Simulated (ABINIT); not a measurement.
# PbO (Litharge) (P4/nmm) in ABINIT: reference runs

Aim: a first look at PbO (Litharge) with PBEsol, on the cell as given.

Program: ABINIT 10.8.3 (patched build). These are calculated values, not measurements. Logs are shortened: lines on timing, memory, paths and dates and some standing lists are left out, and cuts for length are marked. The log counts tension as positive stress, the text compression.

## 1. The crystal as given

Symmetry: P4/nmm, No. 129, tetragonal system. The conventional cell has a = 3.990 Å, b = 3.990 Å, c = 5.010 Å, α = 90.00°, β = 90.00°, γ = 90.00°. Around Pb (site symmetry 4mm) lie 4 O at 2.33 Å. O (site symmetry -4m2) is surrounded by 4 Pb at 2.33 Å.

## 2. Single point, PBEsol

Input file run.abi:

```
pp_dirpath "./"
pseudos "Pb.upf, O.upf"

acell 3.99 3.99 5.01 Angstrom
rprim
     1.0000000000     0.0000000000     0.0000000000
     0.0000000000     1.0000000000     0.0000000000
     0.0000000000     0.0000000000     1.0000000000
ntypat 2
znucl 82 8
natom 4
typat 1 1 2 2
xcart
     1.9950000000     0.0000000000     3.8076000000
     0.0000000000     1.9950000000     1.2024000000
     1.9950000000     1.9950000000     0.0000000000
     0.0000000000     0.0000000000     0.0000000000 Angstrom

ecut 1142.878222 eV

kptopt 1
ngkpt 7 7 6
nshiftk 1
shiftk 0.0 0.0 0.0

ixc -116133

nband 24
occopt 3
tsmear 0.05 eV

nstep 100
tolvrs 1.0e-10

iomode 3
prtwf 0
prtden 0
prteig 0
prtebands 0
enunit 1
```

Potentials or basis: PseudoDojo NC SR PBEsol v0.4.1 standard.

Launch:

```bash
$ abinit run.abi > log 2>&1
```

run.abo:

```text
.Version 10.8.3 of ABINIT
 Symmetries : space group P4/n m m (#129); Bravais tP (primitive tetrag.)
================================================================================
 Values of the parameters that define the memory need of the present run
     intxc =       0    ionmov =       0      iscf =       7    lmnmax =       6
     lnmax =       6     mgfft =      60  mpssoang =       3    mqgrid =    3001
     natom =       4  nloc_mem =       1    nspden =       1   nspinor =       1
    nsppol =       1      nsym =      16    n1xccc =    2501    ntypat =       2
    occopt =       3   xclevel =       2
       mpw =        7032          nfft =      121500          nkpt =          40
================================================================================
================================================================================

--------------------------------------------------------------------------------
------------- Echo of variables that govern the present computation ------------
--------------------------------------------------------------------------------
 -outvars: echo values of preprocessed input variables --------
            acell      7.5400072424E+00  7.5400072424E+00  9.4675278908E+00 Bohr
              amu      2.07200000E+02  1.59994000E+01
             ecut      4.20000000E+01 Hartree
           enunit           1
              ixc     -116133
         kptrlatt        7    0    0      0    7    0      0    0    6
          kptrlen      5.27800507E+01
            natom           4
            nband          24
            ngfft          45      45      60
             nkpt          40
            nstep         100
             nsym          16
           ntypat           2
           occopt           3
           prtden           0
        prtebands           0
           prteig           0
            prtwf           0
          spgroup         129
           tolvrs      1.00000000E-10
           tsmear      1.83746611E-03 Hartree
            typat      1  1  2  2
           xangst      1.9950000000E+00  0.0000000000E+00  3.8076000000E+00
                       0.0000000000E+00  1.9950000000E+00  1.2024000000E+00
                       1.9950000000E+00  1.9950000000E+00  0.0000000000E+00
                       0.0000000000E+00  0.0000000000E+00  0.0000000000E+00
            xcart      3.7700036212E+00  0.0000000000E+00  7.1953211970E+00
                       0.0000000000E+00  3.7700036212E+00  2.2722066938E+00
                       3.7700036212E+00  3.7700036212E+00  0.0000000000E+00
                       0.0000000000E+00  0.0000000000E+00  0.0000000000E+00
             xred      5.0000000000E-01  0.0000000000E+00  7.6000000000E-01
                       0.0000000000E+00  5.0000000000E-01  2.4000000000E-01
                       5.0000000000E-01  5.0000000000E-01  0.0000000000E+00
                       0.0000000000E+00  0.0000000000E+00  0.0000000000E+00
            znucl       82.00000    8.00000

================================================================================

[... 116 lines left out ...]
    1       0.000000000000      0.000000000000     -0.044918826161
    2       0.000000000000      0.000000000000      0.044918826161
    3       0.000000000000      0.000000000000      0.000000000000
    4       0.000000000000      0.000000000000      0.000000000000

 cartesian coordinates (angstrom) at end:
    1      1.99500000000000     0.00000000000000     3.80760000000000
    2      0.00000000000000     1.99500000000000     1.20240000000000
    3      1.99500000000000     1.99500000000000     0.00000000000000
    4      0.00000000000000     0.00000000000000     0.00000000000000

 cartesian forces (hartree/bohr) at end:
    1     -0.00000000000000    -0.00000000000000     0.00474451479621
    2     -0.00000000000000    -0.00000000000000    -0.00474451479621
    3     -0.00000000000000    -0.00000000000000    -0.00000000000000
    4     -0.00000000000000    -0.00000000000000    -0.00000000000000
 frms,max,avg= 1.9369401E-03 4.7445148E-03   0.000E+00  0.000E+00  0.000E+00 h/b

 cartesian forces (eV/Angstrom) at end:
    1     -0.00000000000000    -0.00000000000000     0.24397276015838
    2     -0.00000000000000    -0.00000000000000    -0.24397276015838
    3     -0.00000000000000    -0.00000000000000    -0.00000000000000
    4     -0.00000000000000    -0.00000000000000    -0.00000000000000
 frms,max,avg= 9.9601462E-02 2.4397276E-01   0.000E+00  0.000E+00  0.000E+00 e/A
 length scales=  7.540007242372  7.540007242372  9.467527890798 bohr
              =  3.990000000000  3.990000000000  5.010000000000 angstroms
 Fermi (or HOMO) energy (eV) =   4.20569   Average Vxc (eV)= -10.34061
 Eigenvalues (   eV  ) for nkpt=  40  k points:
 kpt#   1, nband= 24, wtk=  0.00340, kpt=  0.0000  0.0000  0.0000 (reduced coord)
 -14.63367  -14.11662  -12.42315  -12.42315  -12.36342  -12.33544  -12.25975  -12.20182
 -12.19621  -12.19621  -12.16052  -10.80280   -3.64769   -3.21585   -0.65819   -0.65819
   1.88078    1.96783    1.96783    3.51495    5.85811    9.02844    9.02844    9.04698
 prteigrs : prtvol=0 or 1, do not print more k-points.

--- !EnergyTerms
iteration_state     : {dtset: 1, }
comment             : Components of total free energy in Hartree
kinetic             :  9.12104863261396E+01
hartree             :  4.04784155169196E+01
xc                  : -4.78754823535735E+01
Ewald energy        : -1.13569001533057E+02
psp_core            :  7.51417454454357E+00
local_psp           : -1.17324470293796E+02
non_local_psp       : -3.39388881644915E+01
internal            : -1.73504765957315E+02
'-kT*entropy'       : -2.91039344580979E-09
total_energy        : -1.73504765960226E+02
total_energy_eV     : -4.72130520206224E+03
band_energy         : -1.10569902042988E+01
...

 Cartesian components of stress tensor (hartree/bohr^3)
  sigma(1 1)=  4.23327174E-06  sigma(3 2)=  0.00000000E+00
  sigma(2 2)=  4.23327174E-06  sigma(3 1)=  0.00000000E+00
  sigma(3 3)=  2.71248997E-05  sigma(2 1)=  0.00000000E+00

-Cartesian components of stress tensor (GPa)         [Pressure= -3.4905E-01 GPa]
- sigma(1 1)=  1.24547155E-01  sigma(3 2)=  0.00000000E+00
- sigma(2 2)=  1.24547155E-01  sigma(3 1)=  0.00000000E+00
- sigma(3 3)=  7.98042100E-01  sigma(2 1)=  0.00000000E+00

== END DATASET(S) ==============================================================
================================================================================

 -outvars: echo values of variables after computation  --------
            acell      7.5400072424E+00  7.5400072424E+00  9.4675278908E+00 Bohr
           etotal     -1.7350476596E+02
            fcart     -0.0000000000E+00 -0.0000000000E+00  4.7445147962E-03
                      -0.0000000000E+00 -0.0000000000E+00 -4.7445147962E-03
                      -0.0000000000E+00 -0.0000000000E+00 -2.1684043450E-19
                      -0.0000000000E+00 -0.0000000000E+00 -2.1684043450E-19
           strten      4.2332717402E-06  4.2332717402E-06  2.7124899657E-05
                       0.0000000000E+00  0.0000000000E+00  0.0000000000E+00
           xangst      1.9950000000E+00  0.0000000000E+00  3.8076000000E+00
                       0.0000000000E+00  1.9950000000E+00  1.2024000000E+00
                       1.9950000000E+00  1.9950000000E+00  0.0000000000E+00
                       0.0000000000E+00  0.0000000000E+00  0.0000000000E+00
             xred      5.0000000000E-01  0.0000000000E+00  7.6000000000E-01
                       0.0000000000E+00  5.0000000000E-01  2.4000000000E-01
                       5.0000000000E-01  5.0000000000E-01  0.0000000000E+00
                       0.0000000000E+00  0.0000000000E+00  0.0000000000E+00
 Calculation completed.
```

Run time: 4.1 min. Hardware: 1 thread of Arm Neoverse V2, shared host; peak memory 0.19 GiB.

Results:

| Item | Value |
| --- | --- |
| Free energy | -4721.3052 eV |
| Pressure | -0.3 GPa |
| Largest force | 0.244 eV/Å |
| Band gap on the k mesh | 1.35 eV, indirect (least direct gap 2.28 eV) |
| Valence electrons inside the program's atomic spheres | Pb 10.04; O 6.09 |

Forces in eV/Å, atoms in the order of the input:
```
Pb   0.000  0.000  0.244
Pb   0.000  0.000 -0.244
O    0.000  0.000  0.000
O    0.000  0.000  0.000
```

Caveat: spin-orbit coupling is left out, which as a rule narrows the gap of such compounds by several tenths of an eV; an odd mesh through Γ misses points on the zone boundary, where band edges often lie.
